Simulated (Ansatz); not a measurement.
Runs of Ansatz 0.2.0 on Pd. Symmetry: P6_3/mmc, No. 194, hexagonal system. Conventional cell: a = 2.784 Å, b = 2.784 Å, c = 4.629 Å, α = 90.00°, β = 90.00°, γ = 120.00°. Pd (site symmetry -6m2) is surrounded by 12 Pd at 2.78 to 2.82 Å. This isn't the form of Pd at room conditions, which is fcc.

```tsv
task	level	cell	k mesh	cutoff (eV)	smearing	points for each segment of the path	gap on the mesh (eV)	pressure (GPa)
relaxation of cell and atoms	BLYP+D4	relaxed	11 × 11 × 6	420	fermi-dirac 0.05 eV	-	none	0.0
single point	PBE	as given	11 × 11 × 6	420	gaussian 0.025 eV	-	none	-1.6
single point	PBE	as given	11 × 11 × 6	420	gaussian 0.012 eV	-	none	-1.6
band structure	BLYP	as given	11 × 11 × 6	420	fermi-dirac 0.05 eV	14	none	8.6
single point	PBE	as given	11 × 11 × 6	420	gaussian 0.027 eV	-	none	-1.6
phonons	LDA	as given	8 × 8 × 5	420	fermi-dirac 0.05 eV	-	none	-
single point	PBE	as given	11 × 11 × 6	420	gaussian 0.026 eV	-	none	-1.6
band structure	r2SCAN	as given	11 × 11 × 6	500	fermi-dirac 0.05 eV	14	none	(a)
```

Alike in all rows: potentials or basis Ansatz PAW; no spin polarisation.

Task: Estimate the missing entries.

Result: (a) -5.6.

Caveats: the PAW data sets come from PBE, with cores solved anew for the run's functional, which leaves a small shift of forces and pressure (some runs); the plane-wave basis is chosen anew once the cell has moved, so the energies of steps on either side of that aren't comparable (some runs); pairwise dispersion overbinds metals, which lowers pressure and volume (some runs).

A k mesh can miss the band edges, and the runs leave out spin-orbit coupling on Pd.

A gap of «none» marks a metal or a gap under the smearing width.
